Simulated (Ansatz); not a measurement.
We consider rutile GeO2, described by HSE06 (Ansatz, a first-principles code, plane waves, PAW).

Settings: plane-wave cutoff 460 eV, 6×6×8 k mesh (along the axes of the cell as run), Fermi–Dirac smearing 0.01 eV, scalar-relativistic PAW data made under PBE.

Cell (relaxed at this level):

```yaml
crystal:
  lattice:
    - [4.40848, 0.00000, 0.00000]
    - [0.00000, 4.40848, 0.00000]
    - [0.00000, 0.00000, 2.86212]
  atoms:
    - { symbol: Ge, position: [0.00000, 0.00000, 0.00000] }
    - { symbol: Ge, position: [0.50000, 0.50000, 0.50000] }
    - { symbol: O, position: [0.30634, 0.30634, 0.00000] }
    - { symbol: O, position: [0.80634, 0.19366, 0.50000] }
    - { symbol: O, position: [0.19366, 0.80634, 0.50000] }
    - { symbol: O, position: [0.69366, 0.69366, 0.00000] }
```

Question: Estimate the band gap that the calculation returns.

Answer: 
- band gap = 3.82 eV (on the SCF k mesh) (direct)

Measured, for comparison: band gap 4.68 eV (temperature not stated, no zero-point or thermal correction, direct (forbidden), UV absorption; as tabulated in Mengle et al. (2019), arXiv:1905.10301).

Spin–orbit coupling is not included.

The computed numbers hold no vibrational or temperature effects.
